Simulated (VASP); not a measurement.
# Bi (Im-3m) in VASP: further runs, part 2 of 2

VASP 6.6.1. The steps go on from the part before.

### 3 Relaxation of the atoms, PBEsol (a relaxed cell with its volume scaled by 1.04)

The input, INCAR:

```
SYSTEM = Bi
PREC = Accurate
ENCUT = 600
EDIFF = 1E-7
ISMEAR = 1
SIGMA = 0.1
LREAL = .FALSE.
LASPH = .TRUE.
NELM = 80
ALGO = Fast
ISIF = 2
LWAVE = .FALSE.
LCHARG = .FALSE.
GGA = PS
IBRION = 2
NSW = 40
EDIFFG = -0.01
```

The input, KPOINTS:

```
regular mesh
0
G
  14 14 14
  0 0 0
```

The input, POSCAR:

```
Bi                                      
1.0
   -1.9815730974      1.9815730974      1.9815730974
    1.9815730974     -1.9815730974      1.9815730974
    1.9815730974      1.9815730974     -1.9815730974
  Bi            
     1
Direct
     0.0000000000000000    0.0000000000000000    0.0000000000000000
```

Potentials or basis: VASP PAW PBE potentials, release 64 (Bi_d).

Started as:

```console
$ cat potpaw_PBE.64/Bi_d/POTCAR > POTCAR
$ mpirun -np 1 vasp_std > vasp.out
```

OUTCAR:

```text
SYSTEM = Bi
   PREC = Accurate
   ENCUT = 600
   EDIFF = 1E-7
   ISMEAR = 1
   LREAL = .FALSE.
   LASPH = .TRUE.
   NELM = 80
   ISIF = 2
   GGA = PS
   IBRION = 2
   NSW = 40
   EDIFFG = -0.01

 ion  position               nearest neighbor table
   1  0.000  0.000  0.000-

  LATTYP: Found a body centered cubic cell.
 ALAT       =     3.9631461948

  Lattice vectors:

 A1 = (  -1.9815730974,   1.9815730974,   1.9815730974)
 A2 = (   1.9815730974,  -1.9815730974,   1.9815730974)
 A3 = (   1.9815730974,   1.9815730974,  -1.9815730974)

Analysis of symmetry for initial positions (statically):
=====================================================================
 Subroutine PRICEL returns:
 Original cell was already a primitive cell.

 Routine SETGRP: Setting up the symmetry group for a
 body centered cubic supercell.

 Subroutine GETGRP returns: Found 48 space group operations
 (whereof 48 operations were pure point group operations)
 out of a pool of 48 trial point group operations.

The static configuration has the point symmetry O_h .

Analysis of symmetry for dynamics (positions and initial velocities):
=====================================================================
 Subroutine PRICEL returns:
 Original cell was already a primitive cell.

 Routine SETGRP: Setting up the symmetry group for a
 body centered cubic supercell.

 Subroutine GETGRP returns: Found 48 space group operations
 (whereof 48 operations were pure point group operations)
 out of a pool of 48 trial point group operations.

The dynamic configuration has the point symmetry O_h .

 Subroutine INISYM returns: Found 48 space group operations
 (whereof 48 operations are pure point group operations),
 and found     1 'primitive' translations

----------------------------------------------------------------------------------------

                                     Primitive cell

  volume of cell :      31.1236

  direct lattice vectors                    reciprocal lattice vectors
    -1.981573097  1.981573097  1.981573097     0.000000000  0.252324782  0.252324782
     1.981573097 -1.981573097  1.981573097     0.252324782  0.000000000  0.252324782
     1.981573097  1.981573097 -1.981573097     0.252324782  0.252324782  0.000000000

  length of vectors
     3.432185284  3.432185284  3.432185284     0.356841129  0.356841129  0.356841129

  position of ions in fractional coordinates (direct lattice)
     0.000000000  0.000000000  0.000000000

  ion indices of the primitive-cell ions
   primitive index   ion index
                 1           1

----------------------------------------------------------------------------------------

 KPOINTS: regular mesh

Automatic generation of k-mesh.
 Grid dimensions read from file:
 generate k-points for:   14   14   14

 Generating k-lattice:

  Cartesian coordinates                     Fractional coordinates (reciprocal lattice)
     0.000000000  0.018023199  0.018023199     0.071428571  0.000000000  0.000000000
     0.018023199  0.000000000  0.018023199     0.000000000  0.071428571  0.000000000
     0.018023199  0.018023199  0.000000000     0.000000000  0.000000000  0.071428571

  Length of vectors
     0.025488652  0.025488652  0.025488652

  Shift w.r.t. Gamma in fractional coordinates (k-lattice)
     0.000000000  0.000000000  0.000000000

 Subroutine IBZKPT returns following result:
 ===========================================

 Found    104 irreducible k-points:

 Following reciprocal coordinates:
            Coordinates               Weight
  0.000000  0.000000  0.000000      1.000000
  0.071429  0.000000  0.000000     12.000000
  0.142857  0.000000  0.000000     12.000000
  0.214286  0.000000  0.000000     12.000000
  0.285714  0.000000  0.000000     12.000000
  0.357143  0.000000  0.000000     12.000000
[... 16 lines left out ...]
  0.285714  0.285714  0.000000     24.000000
  0.357143  0.285714 -0.000000     24.000000
 [... further k-points ...]
   k-points           NKPTS =    104   k-points in BZ     NKDIM =    104   number of bands    NBANDS=     11
   number of dos      NEDOS =    301   number of ions     NIONS =      1
   total plane-waves  NPLWV =  21952
   dimension x,y,z NGX =    28 NGY =   28 NGZ =   28
   dimension x,y,z NGXF=    56 NGYF=   56 NGZF=   56
   ions per type =               1
   NGX,Y,Z   is equivalent  to a cutoff of  13.56, 13.56, 13.56 a.u.
   NGXF,Y,Z  is equivalent  to a cutoff of  27.12, 27.12, 27.12 a.u.
 SYSTEM =  Bi
   PREC   = accura    normal or accurate (medium, high low for compatibility)
   ISTART =      0    job   : 0-new  1-cont  2-samecut
   ICHARG =      2    charge: 1-file 2-atom 10-const
   ISPIN  =      1    spin polarized calculation?
   LNONCOLLINEAR =      F non collinear calculations
   LSORBIT =      F    spin-orbit coupling
   LASPH  =      T    aspherical Exc in radial PAW
   ENCUT  =  600.0 eV  44.10 Ry    6.64 a.u.   6.85  6.85  6.85*2*pi/ulx,y,z
   NELM   =     80;   NELMIN=  2; NELMDL= -5     # of ELM steps
   EDIFF  = 0.1E-06   stopping-criterion for ELM
   LREAL  =      F    real-space projection
   EDIFFG = -.1E-01   stopping-criterion for IOM
   NSW    =     40    number of steps for IOM
   IBRION =      2    ionic relax: 0-MD 1-quasi-New 2-CG
   NFREE  =      1    steps in history (QN), initial steepest desc. (CG)
   ISIF   =      2    stress and relaxation
   ISYM   =      2    0-nonsym 1-usesym 2-fastsym
   POTIM  = 0.5000    time-step for ionic-motion
   TEBEG  =    0.0;   TEEND  =   0.0 temperature during run
   PSTRESS=    0.0 pullay stress
   NELECT =      15.0000    total number of electrons
   NUPDOWN=      -1.0000    fix difference up-down
   EMIN   =  10.00;   EMAX   =-10.00  energy-range for DOS
   EFERMI =   0.00;   METHOD = LEGACY
   ISMEAR =     1;   SIGMA  =   0.10  broadening in eV -4-tet -1-fermi 0-gaus
   EFERMI_NEDOS =   21; number of points for ismear=-14 and -15
   IALGO  =     68    algorithm
   IMIX   =      4    mixing-type and parameters
     AMIX     =   0.40;   BMIX     =  1.00
     AMIX_MAG =   1.60;   BMIX_MAG =  1.00
  volume/ion in A,a.u.               =      31.12       210.03
  Fermi-wavevector in a.u.,A,eV,Ry     =   1.283537  2.425534 22.415162  1.647468
  Thomas-Fermi vector in A             =   2.415784
   LORBIT       =      0    0 simple, 1 ext, 2 COOP (PROOUT), +10 PAW based schemes
   GGA     = PS    functional components
   LHFCALC =     F    Hartree Fock is set to
   AEXX    =    0.0000 exact exchange contribution
   IVDW    =     0    specifies the selected vdW correction
   LEPSILON=     F    determine dielectric tensor
   LRPA    =     F    only Hartree local field effects (RPA)
 conjugate gradient relaxation of ions
 non-spin polarized calculation
 RMM-DIIS sequential band-by-band and
 Methfessel and Paxton  Order N= 1 SIGMA  =   0.10
  energy-cutoff  :      600.00
  volume of cell :       31.12
 maximum number of plane-waves:      1055
   NGX = 13   NGY = 13   NGZ = 13

 number of electron      14.9999994 magnetization

 Free energy of the ion-electron system (eV)
  ---------------------------------------------------
  ext. energy  EPLUGINS =         0.00000000
  ---------------------------------------------------
  free energy    TOTEN  =        -4.20583050 eV

  energy without entropy =       -4.20511714  energy(sigma->0) =       -4.20559271

 E-fermi :   7.6628     XC(G=0): -10.4399

 val. band max:        7.6516052552   @ k =  -0.4286   0.4286   0.2857
 cond. band min:       7.6657733444   @ k =   0.5000   0.5000   0.2857
 fundamental gap:      0.0141680893
 Fermi energy:         7.6628133694

 k-point     1 :       0.0000    0.0000    0.0000
  band No.  band energies     occupation
      1     -15.2118      2.00000
      2     -15.2118      2.00000
      3     -15.2118      2.00000
      4     -15.0816      2.00000
      5     -15.0816      2.00000
      6      -5.7899      2.00000
      7      12.8560      0.00000
      8      12.8560      0.00000
      9      12.8560      0.00000
     10      16.8379      0.00000
     11      18.2194      0.00000
[... 309 lines left out ...]
 k-point    24 :       0.3571    0.2857   -0.0000
  band No.  band energies     occupation
      1     -15.2190      2.00000
      2     -15.1346      2.00000
      3     -15.1152      2.00000
      4     -15.0760      2.00000
      5     -15.0519      2.00000
      6      -2.2827      2.00000
      7       3.9898      2.00000
      8       5.0528      2.00000
      9      10.0966      0.00000
     10      16.2558      0.00000
     11      18.1953      0.00000

 [... further k-points ...]

------------------------ aborting loop because EDIFF is reached ----------------------------------------

  FORCE on cell =-STRESS in cart. coord.  units (eV):
  Direction    XX          YY          ZZ          XY          YZ          ZX
  --------------------------------------------------------------------------------------
  -------------------------------------------------------------------------------------
  Total       -0.4212532     -0.4212532     -0.4212532      0.0000000      0.0000000      0.0000000
  in kB      -21.6852036    -21.6852036    -21.6852036      0.0000000      0.0000000      0.0000000
  external PRESSURE =     -21.6852036 kB  Pullay stress =       0.0000000 kB

 VOLUME and BASIS-vectors are now :
 -----------------------------------------------------------------------------
  energy-cutoff  :      600.00
  volume of cell :       31.12
      direct lattice vectors                 reciprocal lattice vectors
    -1.981573097  1.981573097  1.981573097     0.000000000  0.252324782  0.252324782
     1.981573097 -1.981573097  1.981573097     0.252324782  0.000000000  0.252324782
     1.981573097  1.981573097 -1.981573097     0.252324782  0.252324782  0.000000000

 POSITION                                       TOTAL-FORCE (eV/Angst)
 -----------------------------------------------------------------------------------
      0.00000      0.00000      0.00000         0.000000     -0.000000      0.000000
 -----------------------------------------------------------------------------------
    total drift:                               -0.000000     -0.000000      0.000000

  FREE ENERGIE OF THE ION-ELECTRON SYSTEM (eV)
  ---------------------------------------------------
  free  energy   TOTEN  =        -4.2058305006 eV

  energy  without entropy=       -4.2051171361  energy(sigma->0) =       -4.20559271

 reached required accuracy - stopping structural energy minimisation
```

CONTCAR:

```text
Bi
   1.00000000000000
    -1.9815730974000001    1.9815730974000001    1.9815730974000001
     1.9815730974000001   -1.9815730974000001    1.9815730974000001
     1.9815730974000001    1.9815730974000001   -1.9815730974000001
  Bi
     1
Direct
     0.0000000000000000    0.0000000000000000    0.0000000000000000

  0.00000000E+00  0.00000000E+00  0.00000000E+00
```

It took 36 s on 1 thread of Intel Xeon Platinum 8488C (Sapphire Rapids), shared host; peak memory 0.18 GiB.

Results:

```
Free energy             : -4.2058 eV
Pressure after relaxing : -2.2 GPa
Band gap on the k mesh  : none (metal or under the smearing width)
```

Final structure:
```cif
data_structure
_symmetry_space_group_name_H-M 'P 1'
_symmetry_Int_Tables_number 1
_cell_length_a 3.4322
_cell_length_b 3.4322
_cell_length_c 3.4322
_cell_angle_alpha 109.471
_cell_angle_beta 109.471
_cell_angle_gamma 109.471
_cell_volume 31.12
loop_
_atom_site_label
_atom_site_type_symbol
_atom_site_fract_x
_atom_site_fract_y
_atom_site_fract_z
_atom_site_occupancy
Bi1 Bi 0.00000 0.00000 0.00000 1
```

Caveat: the relaxation stopped at its first step, so nothing moved; the PAW data sets were made with another functional, which shifts forces and pressure a little; spin-orbit coupling is left out, which moves the levels of the heavy elements.

### 4 Relaxation of the atoms, PBEsol (a relaxed cell with its volume scaled by 1.06)

INCAR is that of step 3.

KPOINTS is that of step 3.

The input, POSCAR:

```
Bi                                      
1.0
   -1.9941949224      1.9941949224      1.9941949224
    1.9941949224     -1.9941949224      1.9941949224
    1.9941949224      1.9941949224     -1.9941949224
  Bi            
     1
Direct
     0.0000000000000000    0.0000000000000000    0.0000000000000000
```

Started as:

```console
$ cat potpaw_PBE.64/Bi_d/POTCAR > POTCAR
$ mpirun -np 1 vasp_std > vasp.out
```

Wall time 33 s (1 thread of Intel Xeon Platinum 8488C (Sapphire Rapids), shared host); peak memory 0.18 GiB.

It converged, with:

```
Free energy             : -4.1962 eV
Pressure after relaxing : -3.1 GPa
Band gap on the k mesh  : none (metal or under the smearing width)
```

Final structure:
```
Bi
1.0
    -1.99419    1.99419    1.99419
     1.99419   -1.99419    1.99419
     1.99419    1.99419   -1.99419
Bi
1
Direct
  0.00000 0.00000 0.00000
```

Levels at points of the mesh, in eV from the Fermi level:
| k point | band 4 | band 5 | band 6 | band 7 | band 8 | band 9 | band 10 | band 11 |
| --- | --- | --- | --- | --- | --- | --- | --- | --- |
| (0.00, 0.00, 0.00) | -22.74 | -22.74 | -13.33 | 5.05 | 5.05 | 5.05 | 8.93 | 10.55 |
| (0.50, 0.00, 0.00) | -22.75 | -22.66 | -10.39 | -4.89 | 1.61 | 3.47 | 5.96 | 7.59 |
| (0.50, 0.50, 0.50) | -22.68 | -22.68 | -8.36 | -1.69 | -1.69 | -1.69 | 3.61 | 3.61 |

Caveat: the relaxation stopped at its first step, so nothing moved; the PAW data sets were made with another functional, which shifts forces and pressure a little; spin-orbit coupling is left out, which moves the levels of the heavy elements.

### 5 Relaxation of cell and atoms, r2SCAN

The input, INCAR:

```
ALGO = Normal
EDIFF = 1E-6
EDIFFG = -0.01
ENCUT = 600
IBRION = 2
ISIF = 3
ISMEAR = 1
LASPH = T
LCHARG = F
LMIXTAU = T
LREAL = F
LWAVE = F
METAGGA = R2SCAN
NELM = 80
NSW = 90
PREC = Accurate
SIGMA = 0.1
```

The input, KPOINTS:

```
k-points
0
Gamma
  14 14 14
```

The input, POSCAR:

```
Bi
1.0
   -1.9814305318      1.9814305318      1.9814305318
    1.9814305318     -1.9814305318      1.9814305318
    1.9814305318      1.9814305318     -1.9814305318
Bi
1
Direct
    0.0000000000      0.0000000000      0.0000000000
```

Started as:

```console
$ cat potpaw_PBE.64/Bi_d/POTCAR > POTCAR
$ mpirun -np 1 vasp_std > vasp.out
```

Run time: 2.5 min. Hardware: 1 thread of Intel Xeon 6975P-C (Granite Rapids), shared host; peak memory 0.2 GiB.

It converged, with:

| Quantity | Value |
| --- | --- |
| Free energy | -58.2624 eV |
| Relaxed volume | 31.09 Å³/atom |
| Relaxed cell | a = 3.431 Å, b = 3.431 Å, c = 3.431 Å, α = 109.47°, β = 109.47°, γ = 109.47° |
| Space group after relaxing (to 0.05 Å) | Im-3m (No. 229) |
| Energy gained by relaxing | 0.0 meV/atom |
| Ionic steps | 3 |
| Pressure after relaxing | 0.0 GPa |
| Band gap on the k mesh | none (metal or under the smearing width) |

Final structure:
```xyz
1
Lattice="-1.9808 1.9808 1.9808 1.9808 -1.9808 1.9808 1.9808 1.9808 -1.9808" Properties=species:S:1:pos:R:3 pbc="T T T"
Bi    0.0000    0.0000    0.0000
```

Levels at points of the mesh, in eV from the Fermi level:
| k point | band 5 | band 6 | band 7 | band 8 | band 9 | band 10 |
| --- | --- | --- | --- | --- | --- | --- |
| (0.00, 0.00, 0.00) | -23.52 | -14.05 | 5.43 | 5.43 | 5.43 | 10.21 |
| (0.50, 0.00, 0.00) | -23.43 | -10.79 | -5.23 | 1.65 | 3.80 | 6.65 |
| (0.50, 0.50, 0.50) | -23.45 | -8.48 | -1.90 | -1.90 | -1.90 | 4.08 |

Caveat: the PAW data sets were made with another functional, which shifts forces and pressure a little; spin-orbit coupling is left out, which moves the levels of the heavy elements.

### 6 Summary

| task | level | cell | gap on the mesh (eV) | pressure (GPa) |
| --- | --- | --- | --- | --- |
| relaxation of the atoms | PBEsol | atoms relaxed from: a relaxed cell with its volume scaled by 1.02 | none | -1.1 |
| relaxation of the atoms | PBEsol | atoms relaxed from: a relaxed cell with its volume scaled by 1.04 | none | -2.2 |
| relaxation of the atoms | PBEsol | atoms relaxed from: a relaxed cell with its volume scaled by 1.06 | none | -3.1 |
| relaxation of cell and atoms | r2SCAN | relaxed | none | 0.0 |

Alike in all rows: potentials or basis VASP PAW PBE potentials, release 64 (Bi_d); no spin polarisation; k mesh 14 × 14 × 14; cutoff (eV) 600; smearing methfessel-paxton 0.1 eV.

Caveats: the PAW data sets were made with another functional, which shifts forces and pressure a little; spin-orbit coupling is left out, which moves the levels of the heavy elements; the relaxation stopped at its first step, so nothing moved (some runs).

Absolute energies hang on the potentials; compare differences alone.
